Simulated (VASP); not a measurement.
# SiC (F-43m) in VASP: band structure with HSE06

Aim: the band structure of SiC with HSE06.

Program: VASP 6.6.1. These are calculated values, not measurements. Logs are shortened: lines on timing, memory, paths and dates and some standing lists are left out, and cuts for length are marked.

**What was measured.**

“Insight into the structural, elastic and electronic properties of a new orthorhombic 6O-SiC polytype”, 2020, pmc:7200658 quotes, for a bulk crystal of SiC: band gap 2.4 eV (indirect).

How close the calculation comes is told below.

## Step 1: The structure

It takes space group F-43m (No. 216, cubic). The conventional cell has a = 4.358 Å, b = 4.358 Å, c = 4.358 Å, α = 90.00°, β = 90.00°, γ = 90.00°. Si (site symmetry -43m) is surrounded by 4 C at 1.89 Å. Around C (site symmetry -43m) lie 4 Si at 1.89 Å.

The cell is a database's computed one.

## Step 2: Band structure, HSE06

Contents of POSCAR:

```
SiC
1.0
    0.0000000000      2.1791100000      2.1791100000
    2.1791100000      0.0000000000      2.1791100000
    2.1791100000      2.1791100000      0.0000000000
Si C
1 1
Direct
    0.7500000000      0.7500000000      0.7500000000
    0.0000000000      0.0000000000      0.0000000000
```

Contents of INCAR.step1:

```
SYSTEM = SiC
ALGO = Normal
EDIFF = 1E-5
ENCUT = 520
GGA = PE
ISIF = 2
ISMEAR = 0
LASPH = .True.
LCHARG = .False.
LREAL = .False.
LWAVE = .True.
NELM = 80
PREC = Accurate
SIGMA = 0.02
```

Contents of INCAR.step2:

```
SYSTEM = SiC
ALGO = Normal
EDIFF = 1E-6
ENCUT = 520
GGA = PE
HFSCREEN = 0.2
ISIF = 2
ISMEAR = 0
ISTART = 1
LASPH = .True.
LCHARG = .False.
LHFCALC = .True.
LREAL = .False.
LWAVE = .False.
NELM = 80
PREC = Accurate
PRECFOCK = Fast
SIGMA = 0.02
```

Contents of KPOINTS:

```
k-points
0
Gamma
  6 6 6
  0 0 0
```

Contents of KPOINTS_OPT:

```
path GXWKGLUWLK,UX
10
line-mode
reciprocal
 0.0000000000  0.0000000000  0.0000000000  G
 0.5000000000  0.0000000000  0.5000000000  X

 0.5000000000  0.0000000000  0.5000000000  X
 0.5000000000  0.2500000000  0.7500000000  W

 0.5000000000  0.2500000000  0.7500000000  W
 0.3750000000  0.3750000000  0.7500000000  K

 0.3750000000  0.3750000000  0.7500000000  K
 0.0000000000  0.0000000000  0.0000000000  G

 0.0000000000  0.0000000000  0.0000000000  G
 0.5000000000  0.5000000000  0.5000000000  L

 0.5000000000  0.5000000000  0.5000000000  L
 0.6250000000  0.2500000000  0.6250000000  U

 0.6250000000  0.2500000000  0.6250000000  U
 0.5000000000  0.2500000000  0.7500000000  W

 0.5000000000  0.2500000000  0.7500000000  W
 0.5000000000  0.5000000000  0.5000000000  L

 0.5000000000  0.5000000000  0.5000000000  L
 0.3750000000  0.3750000000  0.7500000000  K

 0.6250000000  0.2500000000  0.6250000000  U
 0.5000000000  0.0000000000  0.5000000000  X
```

Potentials or basis: VASP PAW PBE potentials, release 64 (Si, C).

Command:

```bash
> cat potpaw_PBE.64/Si/POTCAR potpaw_PBE.64/C/POTCAR > POTCAR
> cp INCAR.step1 INCAR
> mpirun -np 1 vasp_std > vasp.out
> cp INCAR.step2 INCAR
> mpirun -np 1 vasp_std > vasp.out
```

OUTCAR:

```text
SYSTEM = SiC
   EDIFF = 1E-6
   ENCUT = 520
   GGA = PE
   HFSCREEN = 0.2
   ISIF = 2
   ISMEAR = 0
   ISTART = 1
   LASPH = .True.
   LHFCALC = .True.
   LREAL = .False.
   NELM = 80
   PREC = Accurate
   PRECFOCK = Fast

 ion  position               nearest neighbor table
   1  0.750  0.750  0.750-   2 1.89   2 1.89   2 1.89   2 1.89
   2  0.000  0.000  0.000-   1 1.89   1 1.89   1 1.89   1 1.89

  LATTYP: Found a face centered cubic cell.
 ALAT       =     4.3582200000

  Lattice vectors:

 A1 = (   0.0000000000,   2.1791100000,   2.1791100000)
 A2 = (   2.1791100000,   0.0000000000,   2.1791100000)
 A3 = (   2.1791100000,   2.1791100000,   0.0000000000)

Analysis of symmetry for initial positions (statically):
=====================================================================
 Subroutine PRICEL returns:
 Original cell was already a primitive cell.

 Routine SETGRP: Setting up the symmetry group for a
 face centered cubic supercell.

 Subroutine GETGRP returns: Found 24 space group operations
 (whereof 24 operations were pure point group operations)
 out of a pool of 48 trial point group operations.

The static configuration has the point symmetry T_d .

Analysis of symmetry for dynamics (positions and initial velocities):
=====================================================================
 Subroutine PRICEL returns:
 Original cell was already a primitive cell.

 Routine SETGRP: Setting up the symmetry group for a
 face centered cubic supercell.

 Subroutine GETGRP returns: Found 24 space group operations
 (whereof 24 operations were pure point group operations)
 out of a pool of 48 trial point group operations.

The dynamic configuration has the point symmetry T_d .

 Subroutine INISYM returns: Found 24 space group operations
 (whereof 24 operations are pure point group operations),
 and found     1 'primitive' translations

----------------------------------------------------------------------------------------

                                     Primitive cell

  volume of cell :      20.6951

  direct lattice vectors                    reciprocal lattice vectors
     0.000000000  2.179110000  2.179110000    -0.229451473  0.229451473  0.229451473
     2.179110000  0.000000000  2.179110000     0.229451473 -0.229451473  0.229451473
     2.179110000  2.179110000  0.000000000     0.229451473  0.229451473 -0.229451473

  length of vectors
     3.081726916  3.081726916  3.081726916     0.397421610  0.397421610  0.397421610

  position of ions in fractional coordinates (direct lattice)
     0.750000000  0.750000000  0.750000000
     0.000000000  0.000000000  0.000000000

  ion indices of the primitive-cell ions
   primitive index   ion index
                 1           1
                 2           2

----------------------------------------------------------------------------------------

 KPOINTS: k-points

Automatic generation of k-mesh.
 Grid dimensions read from file:
 generate k-points for:    6    6    6

 Generating k-lattice:

  Cartesian coordinates                     Fractional coordinates (reciprocal lattice)
    -0.038241912  0.038241912  0.038241912     0.166666667  0.000000000  0.000000000
     0.038241912 -0.038241912  0.038241912     0.000000000  0.166666667  0.000000000
     0.038241912  0.038241912 -0.038241912     0.000000000  0.000000000  0.166666667

  Length of vectors
     0.066236935  0.066236935  0.066236935

  Shift w.r.t. Gamma in fractional coordinates (k-lattice)
     0.000000000  0.000000000  0.000000000

 Subroutine IBZKPT returns following result:
 ===========================================

 Found     16 irreducible k-points:

 Following reciprocal coordinates:
            Coordinates               Weight
  0.000000  0.000000  0.000000      1.000000
  0.166667  0.000000  0.000000      8.000000
  0.333333  0.000000  0.000000      8.000000
  0.500000  0.000000  0.000000      4.000000
  0.166667  0.166667  0.000000      6.000000
  0.333333  0.166667  0.000000     24.000000
[... 8 lines left out ...]
 -0.333333  0.333333  0.166667     24.000000
 -0.333333  0.500000  0.166667     12.000000
   k-points           NKPTS =     16   k-points in BZ     NKDIM =    216   number of bands    NBANDS=      8
   number of dos      NEDOS =    301   number of ions     NIONS =      2
   total plane-waves  NPLWV =  13824
   dimension x,y,z NGX =    24 NGY =   24 NGZ =   24
   dimension x,y,z NGXF=    48 NGYF=   48 NGZF=   48
   ions per type =               1   1
   NGX,Y,Z   is equivalent  to a cutoff of  12.95, 12.95, 12.95 a.u.
   NGXF,Y,Z  is equivalent  to a cutoff of  25.89, 25.89, 25.89 a.u.
 SYSTEM =  SiC
   PREC   = accura    normal or accurate (medium, high low for compatibility)
   ISTART =      1    job   : 0-new  1-cont  2-samecut
   ICHARG =      0    charge: 1-file 2-atom 10-const
   ISPIN  =      1    spin polarized calculation?
   LNONCOLLINEAR =      F non collinear calculations
   LSORBIT =      F    spin-orbit coupling
   LASPH  =      T    aspherical Exc in radial PAW
   ENCUT  =  520.0 eV  38.22 Ry    6.18 a.u.   5.73  5.73  5.73*2*pi/ulx,y,z
   NELM   =     80;   NELMIN=  2; NELMDL=  0     # of ELM steps
   EDIFF  = 0.1E-05   stopping-criterion for ELM
   LREAL  =      F    real-space projection
   EDIFFG = 0.1E-04   stopping-criterion for IOM
   NSW    =      0    number of steps for IOM
   IBRION =     -1    ionic relax: 0-MD 1-quasi-New 2-CG
   NFREE  =      0    steps in history (QN), initial steepest desc. (CG)
   ISIF   =      2    stress and relaxation
   ISYM   =      3    0-nonsym 1-usesym 2-fastsym
   POTIM  = 0.5000    time-step for ionic-motion
   TEBEG  =    0.0;   TEEND  =   0.0 temperature during run
   PSTRESS=    0.0 pullay stress
   NELECT =       8.0000    total number of electrons
   NUPDOWN=      -1.0000    fix difference up-down
   EMIN   =  10.00;   EMAX   =-10.00  energy-range for DOS
   EFERMI =   0.00;   METHOD = LEGACY
   ISMEAR =     0;   SIGMA  =   0.02  broadening in eV -4-tet -1-fermi 0-gaus
   EFERMI_NEDOS =   21; number of points for ismear=-14 and -15
   IALGO  =     38    algorithm
   IMIX   =      1    mixing-type and parameters
     AMIX     =   0.40;   BMIX     =  1.00
     AMIX_MAG =   1.60;   BMIX_MAG =  1.00
  volume/ion in A,a.u.               =      10.35        69.83
  Fermi-wavevector in a.u.,A,eV,Ry     =   1.192566  2.253623 19.350384  1.422213
  Thomas-Fermi vector in A             =   2.328601
   LORBIT       =      0    0 simple, 1 ext, 2 COOP (PROOUT), +10 PAW based schemes
   GGA     = PE    functional components
   LHFCALC =     T    Hartree Fock is set to
   PRECFOCK=fast      Normal, Fast or Accurate (Low or Medium for compatibility)
   ENCUT4O =  -1.0   cutoff for four orbital integrals eV
   NKREDX  =     1    reduce k-point grid by
   NKREDY  =     1    reduce k-point grid by
   NKREDZ  =     1    reduce k-point grid by
   AEXX    =    0.2500 exact exchange contribution
   HFSCREEN=    0.2000 screening length (either q_TF or 0.3 A-1)
   HFSCREENC=   0.2000 screening length for correlation (either q_TF or 0.3 A-1)
   ENCUTFOCK=  -1.0 apply spherical cutoff to Coloumb kernel
   IVDW    =     0    specifies the selected vdW correction
   LEPSILON=     F    determine dielectric tensor
   LRPA    =     F    only Hartree local field effects (RPA)
 non-spin polarized calculation
 Gauss-broadening in eV      SIGMA  =   0.02
  energy-cutoff  :      520.00
  volume of cell :       20.70
 maximum number of plane-waves:       568
  NGX = 14; NGY = 14; NGZ = 14

 number of electron       8.0000001 magnetization

 Free energy of the ion-electron system (eV)
  ---------------------------------------------------
  ext. energy  EPLUGINS =         0.00000000
  ---------------------------------------------------
  free energy    TOTEN  =       -17.45277492 eV

  energy without entropy =      -17.45277492  energy(sigma->0) =      -17.45277492

 E-fermi :   7.5993     XC(G=0):  -9.3423

 val. band max:        7.4810111020   @ k =   0.0000   0.0000   0.0000
 cond. band min:       9.7330473504   @ k =   0.5000   0.5000   0.0000
 fundamental gap:      2.2520362484
 Fermi energy:         7.5993065272

 k-point     1 :       0.0000    0.0000    0.0000
  band No.  band energies     occupation
      1      -9.5091      2.00000
      2       7.4810      2.00000
      3       7.4810      2.00000
      4       7.4810      2.00000
      5      15.0377      0.00000
      6      16.0871      0.00000
      7      16.0871      0.00000
      8      16.0871      0.00000

 k-point     2 :       0.1667    0.0000    0.0000
  band No.  band energies     occupation
      1      -8.9232      2.00000
      2       4.8979      2.00000
      3       7.1222      2.00000
      4       7.1222      2.00000
      5      15.0973      0.00000
      6      16.6553      0.00000
      7      16.6553      0.00000
      8      17.2870      0.00000

 k-point     3 :       0.3333    0.0000    0.0000
  band No.  band energies     occupation
      1      -7.2668      2.00000
      2       0.6997      2.00000
      3       6.5549      2.00000
      4       6.5549      2.00000
      5      14.3998      0.00000
      6      16.4368      0.00000
      7      16.4368      0.00000
      8      18.9657      0.00000
[... 122 lines left out ...]
 k-point    15 :      -0.3333    0.3333    0.1667
  band No.  band energies     occupation
      1      -4.4901      2.00000
      2      -0.5890      2.00000
      3       2.3369      2.00000
      4       4.1046      2.00000
      5      13.7428      0.00000
      6      16.7151      0.00000
      7      19.4148      0.00000
      8      20.2842      0.00000

 k-point    16 :      -0.3333    0.5000    0.1667
  band No.  band energies     occupation
      1      -3.9196      2.00000
      2      -0.4991      2.00000
      3       2.5613      2.00000
      4       2.7488      2.00000
      5      12.5272      0.00000
      6      15.8298      0.00000
      7      19.9187      0.00000
      8      21.3640      0.00000

------------------------ aborting loop because EDIFF is reached ----------------------------------------

  FORCE on cell =-STRESS in cart. coord.  units (eV):
  Direction    XX          YY          ZZ          XY          YZ          ZX
  --------------------------------------------------------------------------------------
  -------------------------------------------------------------------------------------
  Total       -0.2372174     -0.2372174     -0.2372174     -0.0000000      0.0000000     -0.0000000
  in kB      -18.3649474    -18.3649474    -18.3649474     -0.0000000      0.0000000     -0.0000000
  external PRESSURE =     -18.3649474 kB  Pullay stress =       0.0000000 kB

 VOLUME and BASIS-vectors are now :
 -----------------------------------------------------------------------------
  energy-cutoff  :      520.00
  volume of cell :       20.70
      direct lattice vectors                 reciprocal lattice vectors
     0.000000000  2.179110000  2.179110000    -0.229451473  0.229451473  0.229451473
     2.179110000  0.000000000  2.179110000     0.229451473 -0.229451473  0.229451473
     2.179110000  2.179110000  0.000000000     0.229451473  0.229451473 -0.229451473

 POSITION                                       TOTAL-FORCE (eV/Angst)
 -----------------------------------------------------------------------------------
      3.26867      3.26867      3.26867         0.000000     -0.000000      0.000000
      0.00000      0.00000      0.00000        -0.000000      0.000000     -0.000000
 -----------------------------------------------------------------------------------
    total drift:                                0.000001     -0.000000      0.000000

  FREE ENERGIE OF THE ION-ELECTRON SYSTEM (eV)
  ---------------------------------------------------
  free  energy   TOTEN  =       -17.4527749192 eV

  energy  without entropy=      -17.4527749192  energy(sigma->0) =      -17.45277492
```

Run time: 5.2 min. Hardware: 1 thread of Intel Xeon Platinum 8559C (Emerald Rapids), shared host; peak memory 0.26 GiB.

What came out:

| Item | Value |
| --- | --- |
| Free energy | -17.4528 eV |
| Pressure | -1.8 GPa |
| Band gap on the k mesh | 2.25 eV, indirect (least direct gap 5.75 eV) |
| Band gap along the path | 2.25 eV, indirect (least direct gap 5.75 eV) |

Levels at the corners of the path, in eV from the valence-band top:
```
point  band 1  band 2  band 3  band 4  band 5  band 6  band 7  band 8
    Γ  -16.99    0.00    0.00    0.00    7.56    8.61    8.61    8.61
    X  -11.58   -8.54   -3.50   -3.50    2.25    5.39   15.96   15.98
    X  -11.58   -8.54   -3.50   -3.50    2.25    5.39   15.96   15.97
    W  -11.34   -7.68   -5.45   -5.06    6.36   10.93   11.06   11.07
    W  -11.34   -7.68   -5.45   -5.06    6.36   10.93   11.06   11.07
    K  -11.58   -7.96   -6.03   -2.85    4.11    9.10   13.55   14.24
    K  -11.58   -7.96   -6.03   -2.85    4.11    9.10   13.56   14.24
    Γ  -16.99    0.00    0.00    0.00    7.56    8.61    8.61    8.61
    Γ  -16.99    0.00    0.00    0.00    7.56    8.61    8.61    8.61
    L  -13.14   -9.36   -1.16   -1.16    6.66    8.50    8.50   11.58
    L  -13.14   -9.36   -1.16   -1.16    6.66    8.50    8.50   11.58
    U  -11.58   -7.96   -6.03   -2.85    4.11    9.10   13.55   14.24
    U  -11.58   -7.96   -6.03   -2.85    4.11    9.10   13.54   14.23
    W  -11.34   -7.68   -5.45   -5.06    6.36   10.93   11.06   11.07
    W  -11.34   -7.68   -5.45   -5.06    6.36   10.93   11.06   11.07
    L  -13.14   -9.36   -1.16   -1.16    6.66    8.50    8.50   11.58
    L  -13.14   -9.36   -1.16   -1.16    6.66    8.50    8.50   11.58
    K  -11.58   -7.96   -6.03   -2.85    4.11    9.10   13.55   14.23
    U  -11.58   -7.96   -6.03   -2.85    4.11    9.10   13.55   14.28
    X  -11.58   -8.54   -3.50   -3.50    2.25    5.39   15.96   15.99
```

Caveat: the PAW data sets were made with another functional, which shifts forces and pressure a little.

## Step 3: Against experiment

Step 2. Against the measured gap of SiC, 2.4 eV (indirect; quoted in “Insight into the structural, elastic and electronic properties of a new orthorhombic 6O-SiC polytype”, 2020, pmc:7200658), the calculated 2.25 eV is off by -0.15 eV. The value is that of HSE06, without temperature or zero-point motion. The cell is a database's relaxed one, not the measured one, which moves gaps too.
